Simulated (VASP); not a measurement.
# CdS (Greenockite) (P6_3mc) in VASP: settings compared, part 2 of 2

VASP 6.6.1. The steps go on from the part before.

## 3. Band structure, BLYP

INCAR

```
PREC     = Accurate       # precision mode
ENCUT    = 520            # plane-wave cutoff, eV
EDIFF    = 1E-7           # SCF threshold, eV
ISMEAR   = -1             # smearing method
SIGMA    = 0.05           # smearing width, eV
LREAL    = F              # projectors in reciprocal space
LASPH    = T              # aspherical terms in the spheres
NELM     = 100            # most SCF steps
ALGO     = Normal         # electronic algorithm
ISIF     = 2              # what is computed and relaxed
LWAVE    = F              # write WAVECAR
LCHARG   = F              # write CHGCAR
GGA      = B5             # functional
ALDAX    = 1.0          
AGGAX    = 1.0          
AGGAC    = 1.0          
ALDAC    = 0.0
```

KPOINTS

```
Automatic mesh
0
Gamma
  7 7 4
```

POSCAR

```
CdS
1.0
    4.1500000000      0.0000000000      0.0000000000
   -2.0750000000      3.5940054257      0.0000000000
    0.0000000000      0.0000000000      6.7370000000
Cd S
2 2
Direct
    0.6666666667      0.3333333333      0.5000000000
    0.3333333333      0.6666666667      0.0000000000
    0.6666666667      0.3333333333      0.8750000000
    0.3333333333      0.6666666667      0.3750000000
```

KPOINTS_OPT

```
path GMKGALHA,LM,KH
15
line-mode
reciprocal
 0.0000000000  0.0000000000  0.0000000000  G
 0.5000000000  0.0000000000  0.0000000000  M

 0.5000000000  0.0000000000  0.0000000000  M
 0.3333333333  0.3333333333  0.0000000000  K

 0.3333333333  0.3333333333  0.0000000000  K
 0.0000000000  0.0000000000  0.0000000000  G

 0.0000000000  0.0000000000  0.0000000000  G
 0.0000000000  0.0000000000  0.5000000000  A

 0.0000000000  0.0000000000  0.5000000000  A
 0.5000000000  0.0000000000  0.5000000000  L

 0.5000000000  0.0000000000  0.5000000000  L
 0.3333333333  0.3333333333  0.5000000000  H

 0.3333333333  0.3333333333  0.5000000000  H
 0.0000000000  0.0000000000  0.5000000000  A

 0.5000000000  0.0000000000  0.5000000000  L
 0.5000000000  0.0000000000  0.0000000000  M

 0.3333333333  0.3333333333  0.0000000000  K
 0.3333333333  0.3333333333  0.5000000000  H
```

Potentials or basis: VASP PAW PBE potentials, release 64 (Cd, S).

Run with:

```bash
$ cat potpaw_PBE.64/Cd/POTCAR potpaw_PBE.64/S/POTCAR > POTCAR
$ mpirun -np 1 vasp_std > vasp.out
```

OUTCAR:

```text
PREC = Accurate
   ENCUT = 520
   EDIFF = 1E-7
   ISMEAR = -1
   LREAL = F
   LASPH = T
   NELM = 100
   ISIF = 2
   GGA = B5

 ion  position               nearest neighbor table
   1  0.667  0.333  0.500-   3 2.53   4 2.54   4 2.54   4 2.54
   2  0.333  0.667  0.000-   4 2.53   3 2.54   3 2.54   3 2.54
   3  0.667  0.333  0.875-   1 2.53   2 2.54   2 2.54   2 2.54
   4  0.333  0.667  0.375-   2 2.53   1 2.54   1 2.54   1 2.54

  LATTYP: Found a hexagonal cell.
 ALAT       =     4.1500000000
 C/A-ratio  =     1.6233734940

  Lattice vectors:

 A1 = (   4.1500000000,   0.0000000000,   0.0000000000)
 A2 = (  -2.0750000000,   3.5940054257,   0.0000000000)
 A3 = (   0.0000000000,   0.0000000000,   6.7370000000)

Analysis of symmetry for initial positions (statically):
=====================================================================
 Subroutine PRICEL returns:
 Original cell was already a primitive cell.

[... 171 lines left out ...]
  free energy    TOTEN  =       -10.26339327 eV

  energy without entropy =      -10.26339305  energy(sigma->0) =      -10.26339316

 E-fermi :   2.1990     XC(G=0):  -8.6150

 val. band max:        1.5868810595   @ k =   0.0000   0.0000   0.0000
 cond. band min:       2.7497955052   @ k =   0.0000   0.0000   0.0000
 fundamental gap:      1.1629144457
 Fermi energy:         2.1990243996

 k-point     1 :       0.0000    0.0000    0.0000
  band No.  band energies     occupation
      1     -10.6988      2.00000
      2     -10.2829      2.00000
      3      -6.1340      2.00000
      4      -6.1122      2.00000
      5      -6.1122      2.00000
      6      -6.0275      2.00000
[... 589 lines left out ...]
     21       7.6477      0.00000
     22       7.6477      0.00000

------------------------ aborting loop because EDIFF is reached ----------------------------------------

  FORCE on cell =-STRESS in cart. coord.  units (eV):
  Direction    XX          YY          ZZ          XY          YZ          ZX
  --------------------------------------------------------------------------------------
  -------------------------------------------------------------------------------------
  Total        3.3774901      3.3774901      3.8992440      0.0000000      0.0000000      0.0000000
  in kB       53.8531721     53.8531721     62.1723985      0.0000000      0.0000000      0.0000000
  external PRESSURE =      56.6262476 kB  Pullay stress =       0.0000000 kB

 VOLUME and BASIS-vectors are now :
 -----------------------------------------------------------------------------
  energy-cutoff  :      520.00
  volume of cell :      100.48
      direct lattice vectors                 reciprocal lattice vectors
     4.150000000  0.000000000  0.000000000     0.240963855  0.139120547  0.000000000
    -2.075000000  3.594005426  0.000000000     0.000000000  0.278241094  0.000000000
     0.000000000  0.000000000  6.737000000     0.000000000  0.000000000  0.148434021

 POSITION                                       TOTAL-FORCE (eV/Angst)
 -----------------------------------------------------------------------------------
      2.07500      1.19800      3.36850         0.000000      0.000000     -0.067985
     -0.00000      2.39600      0.00000         0.000000      0.000000     -0.067985
      2.07500      1.19800      5.89487        -0.000000     -0.000000      0.067985
     -0.00000      2.39600      2.52637        -0.000000      0.000000      0.067985
 -----------------------------------------------------------------------------------
    total drift:                               -0.000000     -0.000000     -0.000643

  FREE ENERGIE OF THE ION-ELECTRON SYSTEM (eV)
  ---------------------------------------------------
  free  energy   TOTEN  =       -10.2633932699 eV

  energy  without entropy=      -10.2633930499  energy(sigma->0) =      -10.26339316
```

OSZICAR:

```text
N       E                     dE             d eps       ncg     rms          rms(c)
DAV:   1     0.254873041155E+03    0.25487E+03   -0.17935E+04  1056   0.151E+03
DAV:   2     0.322081864856E+01   -0.25165E+03   -0.24600E+03  1182   0.361E+02
DAV:   3    -0.114442474880E+02   -0.14665E+02   -0.14596E+02  1284   0.861E+01
DAV:   4    -0.116172142959E+02   -0.17297E+00   -0.17289E+00  1218   0.945E+00
DAV:   5    -0.116203224273E+02   -0.31081E-02   -0.31080E-02  1328   0.123E+00    0.104E+01
DAV:   6    -0.102732189528E+02    0.13471E+01   -0.34268E+00  1398   0.195E+01    0.838E+00
DAV:   7    -0.102681053986E+02    0.51136E-02   -0.95341E-01  1206   0.570E+00    0.476E+00
DAV:   8    -0.102680967556E+02    0.86431E-05   -0.13031E-01  1254   0.393E+00    0.546E-01
DAV:   9    -0.102631008821E+02    0.49959E-02   -0.31160E-02  1352   0.218E+00    0.167E-01
DAV:  10    -0.102633445495E+02   -0.24367E-03   -0.16950E-03  1170   0.312E-01    0.672E-02
[... 51 further cycles ...]
DAV:   9    -0.386437444899E+04   -0.76111E-07      862
       N       E                     dE             ncg
DAV:   1     0.106484581869E+05   -0.16324E+05      660
DAV:   2     0.699895712117E+04   -0.36495E+04      714
DAV:   3     0.681081038482E+04   -0.18815E+03      804
DAV:   4     0.680891732613E+04   -0.18931E+01      744
DAV:   5     0.680888710609E+04   -0.30220E-01      828
DAV:   6     0.680888633355E+04   -0.77254E-03      762
DAV:   7     0.680888630981E+04   -0.23741E-04      822
DAV:   8     0.680888630901E+04   -0.79742E-06      762
DAV:   9     0.680888630899E+04   -0.23423E-07      588
```

stdout:

```text
POSCAR found type information on POSCAR CdS
 POSCAR found :  2 types and       4 ions
 scaLAPACK will be used
 -----------------------------------------------------------------------------
|                                                                             |
|                                                                             |
|     You enforced a specific xc type in the INCAR file but a different       |
|     I HOPE YOU KNOW WHAT YOU ARE DOING!                                     |
|                                                                             |
 -----------------------------------------------------------------------------

 LDA part: xc-table for (Slater(with rela. corr.)+VWN5), standard interpolation
 POSCAR, INCAR and KPOINTS ok, starting setup
 FFT: planning ... GRIDC
 FFT: planning ... GRID_SOFT
 FFT: planning ... GRID
 WAVECAR not read
 entering main loop
 Start KPOINTS_OPT (optional k-point list driver)
k-point batch [1-24\135]
k-point batch [25-48\135]
k-point batch [49-72\135]
k-point batch [73-96\135]
k-point batch [97-120\135]
k-point batch [121-135\135]
```

Run time: 2.4 min. Hardware: 1 thread of AMD EPYC 9R45 (Zen 5), shared host; peak memory 0.22 GiB.

Results:

```yaml
Free_energy: -10.2634 eV
Pressure: 5.7 GPa
Largest_force: 0.068 eV/Å
Band_gap_on_the_k_mesh: 1.16 eV, direct
Band_gap_along_the_path: 1.16 eV, direct
```

Forces on the atoms (eV/Å):
```
Cd   0.000  0.000 -0.068
Cd   0.000  0.000 -0.068
S    0.000  0.000  0.068
S    0.000  0.000  0.068
```

Stress tensor (GPa, compression positive):
```
5.39 0.00 0.00
0.00 5.39 0.00
0.00 0.00 6.22
```

Levels at the corners of the path, in eV from the valence-band top:
```csv
point,band 15,band 16,band 17,band 18,band 19,band 20,band 21,band 22
Γ,-0.75,-0.04,0.00,0.00,1.16,2.77,6.47,6.47
M,-2.59,-1.83,-1.26,-0.72,3.68,3.90,5.18,6.37
M,-2.59,-1.83,-1.26,-0.72,3.68,3.90,5.18,6.37
K,-3.00,-1.80,-1.80,-1.58,4.74,5.01,5.01,7.23
K,-3.00,-1.80,-1.80,-1.58,4.74,5.01,5.01,7.23
Γ,-0.75,-0.04,0.00,0.00,1.16,2.77,6.47,6.47
Γ,-0.75,-0.04,0.00,0.00,1.16,2.77,6.47,6.47
A,-0.39,-0.39,-0.39,-0.39,2.81,2.81,6.24,6.24
A,-0.39,-0.39,-0.39,-0.39,2.81,2.81,6.24,6.24
L,-1.31,-1.31,-1.30,-1.30,3.49,3.49,5.43,5.43
L,-1.31,-1.31,-1.30,-1.30,3.49,3.49,5.43,5.43
H,-2.35,-2.35,-1.10,-1.10,4.37,4.37,6.18,6.18
H,-2.35,-2.35,-1.10,-1.10,4.37,4.37,6.18,6.18
A,-0.39,-0.39,-0.39,-0.39,2.81,2.81,6.24,6.24
L,-1.31,-1.31,-1.30,-1.30,3.49,3.49,5.43,5.43
M,-2.59,-1.83,-1.26,-0.72,3.68,3.90,5.18,6.37
K,-3.00,-1.80,-1.80,-1.58,4.74,5.01,5.01,7.23
H,-2.35,-2.35,-1.10,-1.10,4.37,4.37,6.18,6.18
```

Caveat: the PAW data sets were made with another functional, which shifts forces and pressure a little.

## 4. Band structure, PW91

POSCAR is that of step 3.

INCAR.step1

```
SYSTEM = CdS
PREC = Accurate ; ENCUT = 520
EDIFF = 1E-6 ; ISMEAR = -1
SIGMA = 0.05 ; LREAL = .False.
LASPH = .True. ; NELM = 60
ALGO = Normal ; ISIF = 2
LWAVE = .False. ; LCHARG = .True.
GGA = 91
```

KPOINTS.step1

```
regular mesh
0
Gamma
  7 7 4
  0 0 0
```

INCAR.step2

```
SYSTEM = CdS
PREC = Accurate ; ENCUT = 520
EDIFF = 1E-6 ; ISMEAR = 0
SIGMA = 0.05 ; LREAL = .False.
LASPH = .True. ; NELM = 60
ALGO = Normal ; ISIF = 2
LWAVE = .False. ; LCHARG = .False.
GGA = 91 ; ICHARG = 11
```

KPOINTS.step2

```
path GMKGALHA,LM,KH
10
line-mode
reciprocal
 0.0000000000  0.0000000000  0.0000000000  G
 0.5000000000  0.0000000000  0.0000000000  M

 0.5000000000  0.0000000000  0.0000000000  M
 0.3333333333  0.3333333333  0.0000000000  K

 0.3333333333  0.3333333333  0.0000000000  K
 0.0000000000  0.0000000000  0.0000000000  G

 0.0000000000  0.0000000000  0.0000000000  G
 0.0000000000  0.0000000000  0.5000000000  A

 0.0000000000  0.0000000000  0.5000000000  A
 0.5000000000  0.0000000000  0.5000000000  L

 0.5000000000  0.0000000000  0.5000000000  L
 0.3333333333  0.3333333333  0.5000000000  H

 0.3333333333  0.3333333333  0.5000000000  H
 0.0000000000  0.0000000000  0.5000000000  A

 0.5000000000  0.0000000000  0.5000000000  L
 0.5000000000  0.0000000000  0.0000000000  M

 0.3333333333  0.3333333333  0.0000000000  K
 0.3333333333  0.3333333333  0.5000000000  H
```

Run with:

```bash
$ cat potpaw_PBE.64/Cd/POTCAR potpaw_PBE.64/S/POTCAR > POTCAR
$ cp INCAR.step1 INCAR
$ cp KPOINTS.step1 KPOINTS
$ mpirun -np 1 vasp_std > vasp.out
$ cp INCAR.step2 INCAR
$ cp KPOINTS.step2 KPOINTS
$ mpirun -np 1 vasp_std > vasp.out
```

It took 1.8 min on 1 thread of AMD EPYC 9R45 (Zen 5), shared host; peak memory 0.29 GiB.

Results (log left out):

```yaml
Band_gap_on_the_k_mesh: 1.18 eV, direct
Band_gap_along_the_path: 1.18 eV, direct
```

Levels at the corners of the path, in eV from the valence-band top:
```csv
point,band 15,band 16,band 17,band 18,band 19,band 20,band 21,band 22
Γ,-0.76,-0.04,0.00,0.00,1.18,2.78,6.46,6.46
M,-2.62,-1.85,-1.28,-0.73,3.70,3.88,5.10,6.37
M,-2.62,-1.85,-1.28,-0.73,3.70,3.88,5.10,6.37
K,-3.05,-1.83,-1.83,-1.60,4.65,5.07,5.07,7.13
K,-3.05,-1.83,-1.83,-1.60,4.65,5.07,5.07,7.13
Γ,-0.76,-0.04,0.00,0.00,1.18,2.78,6.46,6.46
Γ,-0.76,-0.04,0.00,0.00,1.18,2.78,6.46,6.46
A,-0.39,-0.39,-0.39,-0.39,2.83,2.83,6.19,6.19
A,-0.39,-0.39,-0.39,-0.39,2.83,2.83,6.19,6.19
L,-1.32,-1.32,-1.31,-1.31,3.47,3.47,5.38,5.38
L,-1.32,-1.32,-1.31,-1.31,3.47,3.47,5.38,5.38
H,-2.38,-2.38,-1.10,-1.10,4.38,4.38,6.09,6.09
H,-2.38,-2.38,-1.10,-1.10,4.38,4.38,6.09,6.09
A,-0.39,-0.39,-0.39,-0.39,2.83,2.83,6.19,6.19
L,-1.32,-1.32,-1.31,-1.31,3.47,3.47,5.38,5.38
M,-2.62,-1.85,-1.28,-0.73,3.70,3.88,5.10,6.37
K,-3.05,-1.83,-1.83,-1.60,4.65,5.07,5.07,7.13
H,-2.38,-2.38,-1.10,-1.10,4.38,4.38,6.09,6.09
```

Caveat: the log is that of the step along the path at fixed density, whose energy, stress, charges and moments have no meaning; the PAW data sets were made with another functional, which shifts forces and pressure a little.

## 5. The runs side by side

```tsv
level	further INCAR settings	gap on the mesh (eV)
revPBE	ALGO = Fast; EDIFF = 1e-06; NBANDS = 26	1.34
BLYP	ALGO = Normal; EDIFF = 1e-07	1.16
PW91	ALGO = Normal; EDIFF = 1e-06	1.18
```

Alike in all rows: task band structure; potentials or basis VASP PAW PBE potentials, release 64 (Cd, S); no spin polarisation; cell as given; k mesh 7 × 7 × 4; cutoff (eV) 520; smearing fermi-dirac 0.05 eV.

On the cell as given the gap runs from 1.16 eV (BLYP) to 1.34 eV (revPBE).

Caveats: the PAW data sets were made with another functional, which shifts forces and pressure a little.

Absolute energies hang on the potentials; compare differences alone.

## 6. Comparison with measurements

Step 2. A measured gap of CdS is 2.5809 eV (quoted in “Isotope dependence of band-gap energy”, 2008, arxiv:0807.2152); the calculated 1.34 eV misses it by -1.24 eV. Spin-orbit coupling on Cd is left out. The value is that of revPBE, without temperature or zero-point motion. Semilocal functionals fall short of measured gaps as a rule.

Step 3. A measured gap of CdS is 2.5809 eV (quoted in “Isotope dependence of band-gap energy”, 2008, arxiv:0807.2152); the calculated 1.16 eV misses it by -1.42 eV. So large a miss can be the level of theory's own, or it may mean another phase, state or a wrong row. Spin-orbit coupling on Cd is left out. The value is that of BLYP, without temperature or zero-point motion. Semilocal functionals fall short of measured gaps as a rule.

Step 4. A measured gap of CdS is 2.5809 eV (quoted in “Isotope dependence of band-gap energy”, 2008, arxiv:0807.2152); the calculated 1.18 eV misses it by -1.40 eV. So large a miss can be the level of theory's own, or it may mean another phase, state or a wrong row. Spin-orbit coupling on Cd is left out. The value is that of PW91, without temperature or zero-point motion. Semilocal functionals fall short of measured gaps as a rule.
